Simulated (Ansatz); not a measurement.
**SiC: zone-centre modes**

All numbers below come from DFT PBE, scalar-relativistic, plane waves, PAW in Ansatz. Settings: plane waves to 420 eV, k-mesh 12×12×10 (Γ-centred), Gaussian smearing 0.05 eV. No spin polarisation.

Zero of the scan (relaxed at this level):

```
Si C
1.0
     0.00000   -2.18986   -2.18986
    -2.18986    0.00000   -2.18986
     2.18986    2.18986   -4.37973
Si C
2 2
Direct
  0.00000 0.00000 0.00000
  0.50000 0.50000 0.50000
  0.37500 0.37500 0.87500
  0.87500 0.87500 0.37500
```

Harmonic modes by finite displacements of 0.02 Å, without the LO–TO term. The cell doubles the primitive one, so its zone centre also holds the primitive cell's point q = (0, 0, 1/2).

Q: At this geometry, is the structure stable against these modes?

A: Yes: no mode is imaginary beyond 10 cm⁻¹, and only the three translations lie near zero.

Q: List the wavenumbers in cm⁻¹.

A: 0, 0, 0, 258, 258, 601, 747, 747, 775, 775, 775, 813.

Cost: 1 run of about 7.1 core-minutes, on Arm Neoverse N1 (shared hosts).